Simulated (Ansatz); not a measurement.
# KCl (Sylvite): the dielectric response by several routes

Wanted: ε∞ of KCl (Sylvite) from perturbation theory, a sum over states and the RPA step of G0W0, with cost.

Calculated with Ansatz 0.2.0; linear response on PBE, plane waves, PAW.

### 1. Set-up

The structure is cubic, space group Fm-3m (No. 225). Conventional cell: a = 6.293 Å, b = 6.293 Å, c = 6.293 Å, α = 90.00°, β = 90.00°, γ = 90.00°. Nearest to K lie 6 Cl at 3.15 Å. Cl has 6 K at 3.15 Å nearest. Farther neighbours and most contacts between anions are not listed.

The cell and positions come from the Crystallography Open Database and are kept as given unless a step says otherwise. The default PAW set here is soft_2. Its files were made with PBE.

### 2. Response to a homogeneous field

The response to a uniform field gives ε∞, a yardstick for the screening that GW builds on its mesh.

This step: dielectric response by perturbation theory, PBE, plane waves, PAW.

The input, input.yaml:

```yaml
crystal:
  lattice:
    - [0.0, 3.14647, 3.14647]
    - [3.14647, 0.0, 3.14647]
    - [3.14647, 3.14647, 0.0]
  atoms:
    - { symbol: K, position: [0.0, 0.0, 0.0] }
    - { symbol: Cl, position: [0.5, 0.5, 0.5] }
kpoints:
  mp_grid: { grid: [6, 6, 6] }
hamiltonian:
  xc: pbe
scf:
  occupations: { method: fixed }
dielectric: {}
```

Run with:

```console
$ ansatz run input.yaml --threads 3 --pin off --max-ram 92160MiB --backend cuda --events-out ev --progress --plain --runs-dir out --devices 1 --max-vram 13GiB
```

Numbers of over 12 decimals in the logs are rounded to 6 here.

Output:

```text
GPUs: using 1 of 1 available (devices: 1).
Engine: ansatz 0.2.0, x86_64-unknown-linux-gnu
Pseudopotentials: kind: paw
Pseudopotential: K, paw, valence charge 9, recommended cutoff 420 eV (normal), K.paw.azcp
Pseudopotential: Cl, paw, valence charge 7, recommended cutoff 420 eV (normal), Cl.paw.azcp
Functional definition: PBE
  parameter kappa = 0.804
  parameter beta = 0.066725
  exchange = pbe_x(kappa = kappa, mu = beta*pi^2/3)
  correlation = pbe_c(beta = beta)
device memory: the entry about to start is reckoned to put 0.6 GiB on a device that reports 53.7 GiB free (of which the cap on the GPU budget leaves the run 13.0 GiB)
GPU FFT provider: cuFFT
GPU libraries: cuBLAS 13.8.2, cuFFT 12.4.0, cuSOLVER 12.3.4
Crystal: 2 atoms, lattice volume = 62.302 Å³
Basis set: ecut = 420 eV, 1243 PW (Γ), exchange–correlation on 60×60×60 points (8 copies of the dense FFT grid, shifted against one another)
Bands: 12, of which v1, the nominal top of the filled ones, is band 8 counted from 1 (7 counted from 0)
Symmetry: 48 space group operations
k-points: 30 of 216 (irreducible under 8 space group operations, time reversal used)
Non-local potential: K, projectors of the file, l = 0: 3, l = 1: 2, l = 2: 2
Non-local potential: Cl, projectors of the file, l = 0: 2, l = 1: 2, l = 2: 2
PAW form: soft (Blöchl's): semilocal exchange-correlation on the pseudo side does not see the compensation charge
PAW one-centre angular grid: K, 110 points (default); XC on 64 Gauss nodes
PAW one-centre angular grid: Cl, 110 points (default); XC on 64 Gauss nodes
Initial density: superposition of atomic densities (neutral atoms: chi_scale 0, normalization atom), corrected by the library's trained network
Initial wavefunctions: pseudopotential atomic-orbital guess
GPU buffer pool allocated for 27000 grid points (all kernels)
GPU transforms: local potential and band sums: pruned to the plane-wave sphere, on 30×30×30
Functional: x = pbe(κ = 0.804, μ = 0.219515), c = pbe(β = 0.066725)
SCF iter   1: F=—  HF=-2621.220415 eV  |F-HF|=—  |Δ(HF+E_count)|=         —  Δρ=2.32e-4  dr2=1.90e-5  ethr=1.77e-3  ⟨swp⟩=4.1  Hψ=1969  notcnv=0  defer=44
preconditioner: auto → none  [insulator: Δε(μ)=5.182 eV  Ē_g=15.282 eV  n_scr=14 (ndim 8)  ℏωp=17.6 eV  f_vac=0.081  ε∞_Penn≈2.3]
SCF iter   2: F=—  HF=-2621.220105 eV  |F-HF|=—  |Δ(HF+E_count)|=   3.10e-4  Δρ=2.88e-4  dr2=7.60e-5  ethr=1.19e-7  ⟨swp⟩=3.4  Hψ=1074  notcnv=0  defer=56
SCF iter   3: F=—  HF=-2621.220089 eV  |F-HF|=—  |Δ(HF+E_count)|=   1.57e-5  Δρ=1.62e-4  dr2=2.26e-5  ethr=1.19e-7  ⟨swp⟩=2.0  Hψ=470  notcnv=0  defer=29
SCF iter   4: F=—  HF=-2621.220084 eV  |F-HF|=—  |Δ(HF+E_count)|=   5.49e-6  Δρ=4.42e-5  dr2=1.57e-6  ethr=1.19e-7  ⟨swp⟩=2.0  Hψ=570  notcnv=0  defer=4
SCF iter   5: F=—  HF=-2621.220065 eV  |F-HF|=—  |Δ(HF+E_count)|=   1.83e-5  Δρ=1.54e-5  dr2=1.87e-7  ethr=9.81e-9  ⟨swp⟩=2.0  Hψ=448  notcnv=0
SCF iter   6: F=—  HF=-2621.220065 eV  |F-HF|=—  |Δ(HF+E_count)|=   5.49e-8  Δρ=4.45e-6  dr2=1.58e-8  ethr=1.17e-9  ⟨swp⟩=2.0  Hψ=448  notcnv=0
SCF iter   7: F=-2621.220065 eV  HF=-2621.220065 eV  |F-HF|=1.09e-11  |Δ(HF+E_count)|=   5.11e-9  Δρ=1.49e-7  dr2=1.33e-11  ethr=1.00e-12  ⟨swp⟩=3.6  Hψ=1795  notcnv=0
SCF 1 converged in 7 iterations: F = -2621.220065 eV  dr2 = 1.33e-11
  greatest PAW one-centre occupation: 0.987 electrons in one spin orbital (limit 2), on the K atom at site 0 (counted from 0), in its partial waves of l = 0
the response reads at least the filled bands of the reference SCF and the lowest empty band at each k-point, and that SCF's band table does not vouch for those bands. The notice of the band table in this run's record says why
device memory: the entry about to start is reckoned to put 0.3 GiB on a device that reports 55.4 GiB free (of which the cap on the GPU budget leaves the run 13.0 GiB)
NSCF: frozen V_eff on 1 k-points
device memory: the entry about to start is reckoned to put 0.3 GiB on a device that reports 55.4 GiB free (of which the cap on the GPU budget leaves the run 13.0 GiB)
NSCF: frozen V_eff on 1 k-points
device memory: the entry about to start is reckoned to put 0.1 GiB on a device that reports 55.3 GiB free (of which the cap on the GPU budget leaves the run 13.0 GiB)
device memory: the entry about to start is reckoned to put 0.7 GiB on a device that reports 55.3 GiB free (of which the cap on the GPU budget leaves the run 13.0 GiB)
DFPT response loops at Γ: preconditioner auto → none (the input reference at scf.mixing.eps_inf says where Resta's filter doesn't serve); β = 0.50; Broyden in place of MSR1
SCF converged after 7 iterations
Free energy (F): -2621.220065 eV
Harris-Foulkes:  -2621.220065 eV  (|F-HF|=1.09e-11)
Internal energy: -2621.220065 eV  (E = F + TS)
E sigma→0 (E₀):  -2621.220065 eV
Fermi energy:    0.853480 eV
--- Per-component energies (eV) ---
  E_band       = -131.538313
  E_kinetic    = 416.291664
  E_local      = -835.237055  (includes V_loc(G=0)·N_el)
  E_nonlocal   = 41.058299
  E_hartree    = 280.130188
  E_xc         = -243.260432
  E_vxc        = -288.139776  (∫ρ·V_xc dr)
  E_paw        = -1441.182168  (= ΣΔE_a)
  E_vpaw       = -25.771936  (= ΣTr[D̂ρ^β])
  E_aug_tail   = 0.000085  (compensation charges beyond the density's cutoff)
  E_ewald      = -839.020646
  E_smearing   = -0.000000  (= −TS)
  E_closure    = 0.000000  (closes the sum)
  Σ components = -2621.220065   (vs F -2621.220065, Δ=0.00e0)
--- Band table (eV; the first three rows and the last of 30) ---
  k-point 0: bands = [... 4 lower, -9.7995, 0.8535, 0.8535, 0.8535, 6.0425, 9.2167, 9.2167, 9.2167]
  k-point 1: bands = [... 4 lower, -9.7349, 0.5399, 0.7677, 0.7677, 6.6771, 9.0484, 9.5582, 9.5582]
  k-point 2: bands = [... 4 lower, -9.6155, 0.0236, 0.6054, 0.6054, 7.9022, 9.1160, 10.4836, 10.4836]
  k-point 29: bands = [... 4 lower, -9.7453, 0.2830, 0.4310, 0.4960, 8.1014, 9.7692, 9.9173, 10.9949]
--- Dielectric response (ions clamped): 1 representative field direction + reference, on 30 of 216 k-points (Σ response iterations 7) ---
  k mesh reduced under 8 symmetry operations, with k and −k counted as one. Each operation leaves every solved perturbation unchanged. A smaller set is not considered because the run solves the response to a homogeneous field
  ε∞ (high-frequency dielectric tensor):
        2.322382    -0.000000    -0.000000
        0.000000     2.322382    -0.000000
        0.000000    -0.000000     2.322382
  Born effective charges Z* (e; rows j = field, columns β = displacement):
    site 0:
         1.12519   -0.00000    0.00000
         0.00000    1.12519    0.00000
         0.00000   -0.00000    1.12519
    site 1:
        -1.12519    0.00000    0.00000
         0.00000   -1.12519   -0.00000
         0.00000    0.00000   -1.12519
  Z* charge neutrality: 3.392e-6 e pre-enforcement
  k-mesh period / interband length: 26.7 Å / 1.16 Å = 22.93 at k = (0.0000, 0.0000, 0.0000), direct gap 5.189 eV — 14 or more, which is no proof of convergence
```

It took 8 s on 1 × NVIDIA H100 80GB HBM3 (shared by 6 runs) with 3 threads of AMD EPYC 7R13 (Zen 3), shared host; peak memory 0.92 GiB.

One over ε∞ averages 0.43, above the quarter of exact exchange in PBE0, which should therefore fall short.

High-frequency dielectric tensor:

```
2.32 0.00 0.00
0.00 2.32 0.00
0.00 0.00 2.32
```

Born effective charge (e), principal values of the symmetric part by kind of site:

| atom | atoms with these values | low | middle | high | mean |
| --- | --- | --- | --- | --- | --- |
| K1 | 1 | 1.13 | 1.13 | 1.13 | 1.13 |
| Cl2 | 1 | -1.13 | -1.13 | -1.13 | -1.13 |

In full for Cl2:

```
-1.13  0.00  0.00
 0.00 -1.13  0.00
 0.00  0.00 -1.13
```

### 3. Independent-particle spectrum

The independent-particle spectrum shows where the oscillator strength lies, before excitons and local fields.

This step: independent-particle optics on PBE, plane waves, PAW.

Edit input.yaml of step 2 so:

```diff
@@ -14,2 +14,4 @@
   occupations: { method: fixed }
-dielectric: {}
+  n_extra_bands: 42
+output:
+  optics: { e_range: [0, 25], de: 0.1, sigma: 0.2 }
```

Output:

```text
[...]
GPUs: using 1 of 1 available (devices: 1).
[...]
GPU FFT provider: cuFFT
GPU libraries: cuBLAS 13.8.2, cuFFT 12.4.0, cuSOLVER 12.3.4
Crystal: 2 atoms, lattice volume = 62.302 Å³
Basis set: ecut = 420 eV, 1243 PW (Γ)
Bands: 50, of which v1, the nominal top of the filled ones, is band 8 counted from 1 (7 counted from 0)
[... 1 set-up line as in the run before ...]
[...]
k-points: 16 of 216
[...]
GPU buffer pool allocated for 27000 grid points (all kernels)
[...]
SCF iter   1: F=—  HF=-2621.220002 eV  |F-HF|=—  |Δ(HF+E_count)|=         —  Δρ=2.53e-4  dr2=4.73e-5  ethr=1.77e-3  ⟨swp⟩=4.4  Hψ=2902  notcnv=0  defer=606
[...]
SCF iter  10: F=-2621.220070 eV  HF=-2621.220070 eV  |F-HF|=0.00e0  |Δ(HF+E_count)|=  4.19e-10  Δρ=2.26e-8  dr2=2.09e-13  ethr=1.00e-12  ⟨swp⟩=12.6  Hψ=6123  notcnv=0
SCF 1 converged in 10 iterations: F = -2621.220070 eV  dr2 = 2.09e-13
[...]
Optics k sum: 0 of 16 k-points
Optics k sum: 1 of 16 k-points
[...]
Optics k sum: 16 of 16 k-points
[...]
SCF converged after 10 iterations
Free energy (F): -2621.220070 eV
[...]
Internal energy: -2621.220070 eV  (E = F + TS)
E sigma→0 (E₀):  -2621.220070 eV
Fermi energy:    0.853513 eV
[...]
--- Band table (eV; the first three rows and the last of 16) ---
  k-point 0: bands = [... 4 lower, -9.7996, 0.8535, 0.8535, 0.8535, 6.0425, 9.2167, 9.2167, 9.2167, ... 38 higher]
  k-point 1: bands = [... 4 lower, -9.7349, 0.5400, 0.7678, 0.7678, 6.6771, 9.0484, 9.5581, 9.5581, ... 38 higher]
  k-point 2: bands = [... 4 lower, -9.6155, 0.0237, 0.6054, 0.6054, 7.9022, 9.1160, 10.4836, 10.4836, ... 38 higher]
  k-point 15: bands = [... 4 lower, -9.7453, 0.2830, 0.4310, 0.4960, 8.1014, 9.7692, 9.9173, 10.9948, ... 38 higher]
```

The job ended after 7.2 s (1 × NVIDIA H100 80GB HBM3 (shared by 6 runs) with 3 threads; peak memory 1.1 GiB; 10 s of CPU time).

Numbers from this step:

- ε∞ without local fields (xx, yy, zz): 2.568, 2.568, 2.568
- electrons in the f-sum (xx, yy, zz): 12.39, 12.39, 12.39
- bands in the explicit sum (the static value is completed to all bands): 50

The sum gives ε∞ = 2.57 without local fields.

The ε₂, xx=yy=zz has structure finer than the step of the table below, so its rows give means over 1 eV, whole bins alone (the curve runs from 0 to 25 eV). Peaks (eV: height): 8.0: 4.25, 10.2: 4.56, 15.8: 2.32, 18.7: 1.32, 20.9: 2.59, 22.4: 1.84.

Independent particles, no local fields, Gaussian width 0.2 eV. Table of ε₂, xx=yy=zz by photon energy; means over each step:

photon energy (eV), ε₂, xx=yy=zz and a bar:
```
        4       0.00 
        5       0.09 #
        6       0.61 #####
        7       1.80 ################
        8       3.45 ##############################
        9       1.79 ################
       10       3.37 #############################
       11       2.81 ########################
       12       0.89 ########
       13       0.94 ########
       14       0.75 ######
       15       0.99 #########
       16       1.69 ###############
       17       0.65 ######
       18       0.86 #######
       19       1.09 ##########
       20       1.07 #########
       21       2.21 ###################
       22       1.46 #############
       23       0.89 ########
       24       0.62 #####
```

The loss function, xx=yy=zz has structure finer than the step of the table below, so its rows give means over 1 eV, whole bins alone (the curve runs from 0 to 25 eV). Peaks (eV: height): 12.0: 1.39, 16.3: 0.983, 24.9: 5.13.

Independent particles, no local fields, Gaussian width 0.2 eV. Loss function, xx=yy=zz against photon energy; means over each step:

photon energy (eV), loss function, xx=yy=zz and a bar:
```
        4       0.00 
        5       0.01 
        6       0.04 #
        7       0.08 #
        8       0.20 ####
        9       0.27 #####
       10       0.17 ###
       11       0.36 #######
       12       0.94 ##################
       13       0.58 ###########
       14       0.60 ############
       15       0.18 ###
       16       0.62 ############
       17       0.72 ##############
       18       0.38 #######
       19       0.53 ##########
       20       0.31 ######
       21       0.41 ########
       22       0.68 #############
       23       1.08 #####################
       24       1.54 ##############################
```

Independent particles, no local fields, Gaussian width 0.2 eV. The ε₁, xx=yy=zz by photon energy:

| photon energy (eV) | ε₁, xx=yy=zz |
| --- | --- |
| 0.0 | 2.56 |
| 0.5 | 2.57 |
| 1.0 | 2.58 |
| 1.5 | 2.60 |
| 2.0 | 2.63 |
| 2.5 | 2.68 |
| 3.0 | 2.74 |
| 3.5 | 2.82 |
| 4.0 | 2.93 |
| 4.5 | 3.08 |
| 5.0 | 3.37 |
| 5.5 | 3.67 |
| 6.0 | 3.77 |
| 6.5 | 4.10 |
| 7.0 | 4.56 |
| 7.5 | 4.15 |
| 8.0 | 2.46 |
| 8.5 | 1.51 |
| 9.0 | 1.55 |
| 9.5 | 2.79 |
| 10.0 | 3.22 |
| 10.5 | 0.594 |
| 11.0 | -0.507 |
| 11.5 | -0.536 |
| 12.0 | 0.155 |
| 12.5 | 0.750 |
| 13.0 | 0.892 |
| 13.5 | 0.813 |
| 14.0 | 0.760 |
| 14.5 | 1.06 |
| 15.0 | 2.31 |
| 15.5 | 1.45 |
| 16.0 | 0.0268 |
| 16.5 | 0.413 |
| 17.0 | 0.633 |
| 17.5 | 1.09 |
| 18.0 | 1.25 |
| 18.5 | 1.28 |
| 19.0 | 0.794 |
| 19.5 | 1.01 |
| 20.0 | 1.62 |
| 20.5 | 1.74 |
| 21.0 | 0.420 |
| 21.5 | -0.165 |
| 22.0 | 0.350 |
| 22.5 | -0.446 |
| 23.0 | -0.333 |
| 23.5 | -0.0206 |
| 24.0 | -0.219 |
| 24.5 | -0.138 |
| 25.0 | 0.122 |

### 4. RPA screening from the G0W0 run

Now the one-shot GW correction: screening in the RPA, then the self-energy of the levels asked for.

This step: G0W0 on PBE, plane waves, PAW.

input.yaml, the sections that differ from step 3:

```yaml
kpoints:
  mp_grid: { grid: [4, 4, 4] }
scf:
  occupations: { method: fixed }
gw:
  n_empty_bands: 400
  ecut_chi: 200.0
  qp_bands: [v2, c2]
  qp_kpoints: band_edges
  screening: { model: contour_deformation }
# crystal, hamiltonian: as in step 3
# output: removed
```

Output:

```text
GPUs: using 1 of 1 available (devices: 1).
[...]
GPU FFT provider: cuFFT
GPU libraries: cuBLAS 13.8.2, cuFFT 12.4.0, cuSOLVER 12.3.4
Crystal: 2 atoms, lattice volume = 62.302 Å³
Basis set: ecut = 420 eV, 1243 PW (Γ)
Bands: 12, of which v1, the nominal top of the filled ones, is band 8 counted from 1 (7 counted from 0)
[... 1 set-up line as in the run before ...]
[...]
k-points: 8 of 64
[...]
1    10      9.0094    -4.2258    -3.3418    -8.8044  0.8572    10.2601    10.2462  root
[...]
7     7      0.3817   -20.1252     2.3377   -15.5257  0.7992    -1.9504    -1.8801  root
     7     8      0.3817   -20.1252     2.3377   -15.5257  0.7992    -1.9504    -1.8801  root
     7     9      8.8818    -4.2775    -3.2946    -8.6986  0.8561    10.0199    10.0083  root
     7    10      8.8818    -4.2775    -3.2946    -8.6986  0.8561    10.0199    10.0083  root
[key lines of the parts left out:]
SCF converged after 6 iterations
Free energy (F): -2621.219872 eV
Fermi energy:    0.853681 eV
```

Run time: 11 s. Hardware: 1 × NVIDIA H100 80GB HBM3 (shared by 6 runs) with 3 threads; peak memory 1.3 GiB; 11 s of CPU time.

This step gave:

- bands summed: 408
- RPA ε∞ on this mesh (eigenvalues): 2.173, 2.173, 2.173
- plane waves in the screening matrix: 411
- G0W0 gap on the mesh: 8.012 eV
- k of the valence top: 0, 0, 0
- k of the conduction bottom: 0, 0, 0
- starting gap on the mesh: 5.189 eV
- least direct G0W0 gap on the computed points: 8.012 eV

The gap on the mesh goes from 5.19 eV to 8.01 eV, a correction of +2.82 eV. Between the two edge states, bare exchange in place of the xc potential would open the gap by 8.15 eV, and correlation takes back 5.33 eV.

Mean over the mesh in bins of 0.25 1/Å. The static inverse dielectric function, diagonal by length of q+G:

| length of q+G (Å⁻¹) | static inverse dielectric function, diagonal |
| --- | --- |
| 0.46 | 0.492 |
| 0.80 | 0.537 |
| 1.27 | 0.622 |
| 1.50 | 0.662 |
| 1.77 | 0.712 |
| 2.01 | 0.752 |
| 2.51 | 0.823 |
| 2.78 | 0.851 |
| 3.02 | 0.871 |
| 3.50 | 0.904 |
| 3.72 | 0.916 |
| 3.99 | 0.928 |
| 4.25 | 0.939 |
| 4.74 | 0.955 |
| 5.02 | 0.962 |
| 5.26 | 0.967 |
| 5.75 | 0.976 |
| 6.00 | 0.980 |
| 6.25 | 0.983 |
| 6.50 | 0.986 |
| 7.01 | 0.990 |
| 7.18 | 0.992 |

### 5. The values together

Times are wall times on 1 × NVIDIA H100 80GB HBM3 (shared by 6 runs) with 3 threads of AMD EPYC 7R13 (Zen 3), shared host, good to a factor of about two.

| method | mesh | ε∞, low | middle | high | mean | time |
| --- | --- | --- | --- | --- | --- | --- |
| perturbation theory (local fields and xc kernel) | 6×6×6 | 2.32 | 2.32 | 2.32 | 2.32 | 8 s |
| sum over states (no local fields) | 6×6×6 | 2.57 | 2.57 | 2.57 | 2.57 | 7.2 s |
| RPA with local fields, on the GW mesh | 4×4×4 | 2.17 | 2.17 | 2.17 | 2.17 | 11 s |

### 6. What came out

- perturbation theory (local fields and xc kernel): 2.32, 2.32, 2.32
- sum over states (no local fields): 2.57, 2.57, 2.57
- RPA with local fields, on the GW mesh: 2.17, 2.17, 2.17

Mean Born effective charge: K1 1.13, Cl2 -1.13 e. Distinct peaks of the ε₂, xx=yy=zz stand at 8.0, 10.2, 15.8, 20.9 and 22.4 eV; the one at 10.2 eV is strongest. Distinct peaks of the loss function, xx=yy=zz stand at 12.0, 16.3 and 24.9 eV; the one at 24.9 eV is strongest. The sum without local fields gives 2.57 in the mean against 2.32 by perturbation theory; local fields lower ε∞ and the xc kernel gives part of it back, though the sum also carries the error of its own mesh. The RPA values on the 4×4×4 mesh average 0.94 times those of perturbation theory (means 2.17 and 2.32). Without the xc kernel RPA should lie a little lower, as the mean does. PBE usually puts the gap too low, which tends to raise ε∞. Ions are clamped, so the lattice part of the static constant is not in these numbers.

[Paths, hosts, dates, memory and timing lines, banners, echoed tables and standing remarks are left out of the program output.]

[Logs are printed without paths, hosts, clocks, repeated set-up lines and the standing remarks that a program may print on its own settings, such as how far it seeks lower states.]

[Runs of the session that timed out or met a known fault of the program may be left out.]

[Cells called generated may have been cut or substituted from an entry of the Crystallography Open Database or the Materials Project.]

[Hosts, paths, dates, database ids (printed as entryN), source tags and the programs' standing remarks are cut or masked in the printed files.]
